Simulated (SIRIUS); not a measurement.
# HfC in SIRIUS: the effect of dispersion

The system is HfC.

```
Hf C
1.0
     0.00000    2.32500    2.32500
     2.32500    0.00000    2.32500
     2.32500    2.32500    0.00000
Hf C
1 1
Direct
  0.50000 0.50000 0.50000
  0.00000 0.00000 0.00000
```

Alike in all runs:

| Quantity | Value |
| --- | --- |
| Program | SIRIUS 7.12.0 |
| Task | equation of state |
| Functional | PBE |
| Potentials or basis | all-electron FP-LAPW |
| Cutoff | 249 eV |
| Basis | apw+lo standard |
| k mesh | 10 × 10 × 10 |
| Occupations | fermi-dirac, width 0.05 eV |
| Spin | no spin polarisation |

```csv
dispersion,V0 of scaled cells (Å³/atom),B0 (GPa)
none,?,?
D3,12.36,242
D3(BJ),12.33,241
D4,12.40,239
```

Task: What does the run with dispersion none give?

Result: V0 of scaled cells 12.59 Å³/atom; B0 233 GPa.
